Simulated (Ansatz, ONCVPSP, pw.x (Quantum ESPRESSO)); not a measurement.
# From atom to crystal: ONCV potential for Ta

| Item | Value |
| --- | --- |
| Element | Ta |
| Generator | ONCVPSP 4.0.1.1 (patched build) |
| Type | optimised norm-conserving Vanderbilt (ONCV) |
| Functional | PBE |
| Relativity | scalar-relativistic |
| Frozen core | [Kr] 4d10 4f14 |
| Valence charge | 13 |
| Reference configuration | 5s2 5p6 5d3 6s2 |
| Partial waves | 5s+6s: rc 1.45 bohr, ncon 4, nbas 9, qcut 7.4 1/bohr, 2 projectors; 5p: rc 2.10 bohr, ncon 4, nbas 7, qcut 6.7 1/bohr, 1 projector; 5d: rc 1.80 bohr, ncon 4, nbas 7, qcut 5.6 1/bohr, 2 projectors, debl 2.5 Ha |
| Local potential | polynomial inside 0.90 bohr (lpopt 4, dvloc0 4 Ha) |
| Core correction | Teter function, fcfact 3.75, rcfact 1.3 |

Crystal test: fcc Ta in pw.x 7.5, no spin, 13³ k-points, Fermi–Dirac smearing 0.01 Ry, cutoffs 65/260 Ry. The reference is all-electron LAPW (Ansatz 0.2.0) with the same functional, mesh and smearing; V0 and B0 come from Birch–Murnaghan fits to the pressures at five volumes. Errors are pseudo minus all-electron; Δ is the rms difference of the E(V) curves that follow from these fits, minima aligned, over ±6 % about the mean V0. Mesh and smearing are coarse, so the numbers serve the comparison and aren't converged zero-temperature values; the lattice is a test structure that the element need not adopt.

All-electron: a0 = 4.224 Å (V0 = 18.84 Å³/atom), B0 = 188.4 GPa.

How far does the potential miss the all-electron equation of state?

mean pressure error (GPa): -4.66; a0 (Å): 4.189; a0 error (%): -0.83; B0 error (%): +4.0; Δ (meV/atom): 19.5. This is a poor potential for the solid.

| V (Å³/atom) | P all-electron (GPa) | P pseudo (GPa) |
| --- | --- | --- |
| 17.984 | 9.60 | 4.43 |
| 18.458 | 4.06 | -0.83 |
| 18.931 | -0.85 | -5.49 |
| 19.404 | -5.22 | -9.63 |
| 19.878 | -9.10 | -13.31 |

At the middle volume, how do free energy and pressure move when the wave cutoff is lowered (ecutrho kept at four times it)?

```tsv
cutoff (Ry)	shift of F (meV/atom)	shift of P (GPa)
29	+2338.8	-63.19
39	+352.2	-15.83
52	+17.4	-0.88
```

The run at the middle volume (84 k-points, 8 iterations) took about 30 s on one core of a shared host (Neoverse-N1, 64 threads, 124 GiB, load 60).
